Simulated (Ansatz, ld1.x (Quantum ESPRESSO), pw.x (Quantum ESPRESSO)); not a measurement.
## pw.x on sc N: one setting changed

Potential: norm-conserving RRKJ (Kleinman–Bylander form), ld1.x (Quantum ESPRESSO) 7.5, PBE; core [He], reference 2s2 2p2.5; waves: 2s (bound): rc 1.05 bohr; 2p (bound): rc 2.00 bohr; 3d channel at 5.34 Ry: rc 1.60 bohr; local part: all-electron potential smoothed inside 1.30 bohr (lloc = -1); core correction: none; rho0 0.005.

The reference run (k-mesh 17³, cutoffs 135/540 Ry, Fermi–Dirac 0.01 Ry, mixing_beta 0.4, conv_thr 1e-9, no spin) gives -2.21 GPa at 6.670 Å³/atom, where all-electron LAPW gives -4.61 GPa. This run, with its own iteration cap, changes nbnd to 6.

```
&control
  calculation='scf', prefix='x', pseudo_dir='./', outdir='./tmp', tstress=.true., disk_io='none'
/
&system
  ibrav=0, nat=1, ntyp=1, ecutwfc=135, ecutrho=540, nbnd=6,
  occupations='smearing', smearing='fd', degauss=0.01
/
&electrons
  conv_thr=1e-09, mixing_beta=0.4, electron_maxstep=50
/
ATOMIC_SPECIES
N 1.0 N.UPF
CELL_PARAMETERS angstrom
  1.88238568 0.00000000 0.00000000
  0.00000000 1.88238568 0.00000000
  0.00000000 0.00000000 1.88238568
ATOMIC_POSITIONS crystal
N 0.0000 0.0000 0.0000
K_POINTS automatic
17 17 17 0 0 0
```

```bash
pw.x < N.scf.in > N.scf.out
```

Question: How does the run end?

Answer: It converges in 6 iterations; the free energy moves by +0.0 meV/atom and the pressure by +0.00 GPa. The result is that of the reference run.

```
Message from routine setup:
     using ibrav=0 with symmetry is DISCOURAGED, use correct ibrav instead
     lattice parameter (alat)  =       3.5572  a.u.
     unit-cell volume          =      45.0114 (a.u.)^3
     number of electrons       =         5.00
     number of Kohn-Sham states=            6
     kinetic-energy cutoff     =     135.0000  Ry
     charge density cutoff     =     540.0000  Ry
     scf convergence threshold =      1.0E-09
     Exchange-correlation= PBE
     number of k points=   165  Fermi-Dirac smearing, width (Ry)=  0.0100
     iteration #  1     ecut=   135.00 Ry     beta= 0.40
     total energy              =     -19.38860911 Ry
     estimated scf accuracy    <       0.01725797 Ry
     iteration #  2     ecut=   135.00 Ry     beta= 0.40
     total energy              =     -19.38732307 Ry
     estimated scf accuracy    <       0.00411166 Ry
     iteration #  3     ecut=   135.00 Ry     beta= 0.40
     total energy              =     -19.38779123 Ry
     estimated scf accuracy    <       0.00003307 Ry
     iteration #  4     ecut=   135.00 Ry     beta= 0.40
     total energy              =     -19.38779553 Ry
     estimated scf accuracy    <       0.00000160 Ry
     iteration #  5     ecut=   135.00 Ry     beta= 0.40
     total energy              =     -19.38779574 Ry
     estimated scf accuracy    <       0.00000002 Ry
     iteration #  6     ecut=   135.00 Ry     beta= 0.40
     the Fermi energy is    10.6476 ev
!    total energy              =     -19.38779575 Ry
     estimated scf accuracy    <          1.4E-10 Ry
     smearing contrib. (-TS)   =      -0.00174927 Ry
     The total energy is F=E-TS. E is the sum of the following terms:
     one-electron contribution =       3.67964837 Ry
     hartree contribution      =       1.65602531 Ry
     xc contribution           =      -4.78115773 Ry
     ewald contribution        =     -19.94056243 Ry
     convergence has been achieved in   6 iterations
          total   stress  (Ry/bohr**3)                   (kbar)     P=      -22.11
     Message from routine punch:
     Nothing written, as per user request (disk_io='none')
```

The run took about 11 s on one core of a shared host (Neoverse-V1, 32 threads, 247 GiB, load 24).
